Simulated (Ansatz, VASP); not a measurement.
TiAl3: VASP beside Ansatz

```
Ti Al
1.0
    -1.89250    1.89250    4.23227
     1.89250   -1.89250    4.23227
     1.89250    1.89250   -4.23227
Ti Al
1 3
Direct
  0.00000 0.00000 0.00000
  0.50000 0.50000 0.00000
  0.75000 0.25000 0.50000
  0.25000 0.75000 0.50000
```

Alike in both runs: functional LDA; k mesh 12 × 12 × 12; occupations fermi-dirac, width 0.15 eV; no spin polarisation.

Ansatz relaxed the structure, and its values are those at the end. VASP's run is a single point on that final structure, the one shown.

|  | VASP | Ansatz |
| --- | --- | --- |
| version | VASP 6.6.1 | Ansatz 0.2.0 |
| potentials or method | VASP PAW LDA potentials, release 64 (Ti_sv, Al) | scalar-relativistic, plane waves, PAW |
| plane-wave cutoff (eV) | 520 | 420 |
| valence electrons in the cell | 21 | 21 |

VASP gave:

| Property | Result |
| --- | --- |
| gap on the k mesh at the Fermi level (eV) | none |
| pressure (GPa) | 0.2 |

Question: What did Ansatz give for the same quantities?

Answer: gap on the k mesh at the Fermi level (eV): none; pressure (GPa): 0.0.

A gap of «none» marks a metal or a gap that the smearing closes. Ansatz warned: «pseudo_functional_mismatch».
